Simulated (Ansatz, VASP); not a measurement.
This is a calculation of HfB2 for VASP 6.6.1.

The input POSCAR:

```
HfB2
1.0
    3.2015842624      0.0000000000      0.0000000000
   -1.6007921312      2.7726533036      0.0000000000
    0.0000000000      0.0000000000      3.5482526220
Hf B
1 2
Direct
    0.0000000000      0.0000000000      0.0000000000
    0.6666666667      0.3333333333      0.5000000000
    0.3333333333      0.6666666667      0.5000000000
```

INCAR.step1

```
  ALGO = Normal
  EDIFF = 1E-4
  ENCUT = 520
  GGA = PE
  ISMEAR = -1
  LASPH = True
  LCHARG = False
  LREAL = False
  LWAVE = True
  NBANDS = 15
  NELM = 100
  PREC = Accurate
  SIGMA = 0.05
```

The input INCAR.step2:

```
  ALGO = Normal
  EDIFF = 1E-6
  ENCUT = 520
  ISIF = 2
  ISMEAR = -1
  ISTART = 1
  LASPH = True
  LCHARG = True
  LELF = True
  LMIXTAU = True
  LREAL = False
  LVHAR = True
  LWAVE = False
  METAGGA = R2SCAN
  NBANDS = 15
  NELM = 100
  PREC = Accurate
  SIGMA = 0.05
```

KPOINTS

```
k-points
0
Gamma
  10 10 8
```

Potentials or basis: VASP PAW PBE potentials, release 64 (Hf_pv, B).

The run is started by

```console
$ cat potpaw_PBE.64/Hf_pv/POTCAR potpaw_PBE.64/B/POTCAR > POTCAR
$ cp INCAR.step1 INCAR
$ mpirun -np 1 vasp_std > vasp.out
$ cp INCAR.step2 INCAR
$ mpirun -np 1 vasp_std > vasp.out
```

Task: Translate it to Ansatz 0.2.0. Potentials there: Ansatz PAW.

Result: As run (the cutoff follows the program's own potentials):

input.yaml

```yaml
crystal:
  lattice:
    - [3.2015842624, 0.0, 0.0]
    - [-1.6007921312, 2.7726533036, 0.0]
    - [0.0, 0.0, 3.548252622]
  atoms:
    - { symbol: Hf, position: [0.0, 0.0, 0.0] }
    - { symbol: B, position: [0.6666666667, 0.3333333333, 0.5] }
    - { symbol: B, position: [0.3333333333, 0.6666666667, 0.5] }
hamiltonian:
  xc: r2scan
  pseudopotentials: { kind: paw }
kpoints:
  mp_grid: { grid: [10, 10, 8] }
scf:
  occupations: { method: fermi_dirac, width: 0.05 }
output:
  forces: true
  stress: true
  eigenvalues: true
```

Potentials or basis: Ansatz PAW.

Command:

```sh
$ ansatz run input.yaml --threads 2 --pin off --max-ram 5632MiB --backend cpu --events-out ev --progress --plain --runs-dir out
```

Both were run:

|  | VASP | Ansatz | Ansatz less VASP |
| --- | --- | --- | --- |
| gap on the k mesh at the Fermi level (eV) | none | none | - |
| pressure (GPa) | -14.6 | -13.9 | +0.72 |
| largest component of the traceless stress (GPa) | 1.97 | 1.97 | +0.003 |

A gap of «none» marks a metal or a gap that the smearing closes. The functional is the same, so the differences come from potentials, cutoffs and numerics. The two sets of potentials don't hold the same shells in valence.

Caveats: the PAW data sets were made with another functional, which shifts forces and pressure a little (VASP); the PAW data sets come from PBE, with cores solved anew for the run's functional, which leaves a small shift of forces and pressure (Ansatz). The runs have no spin-orbit coupling, so splittings on Hf are missing.
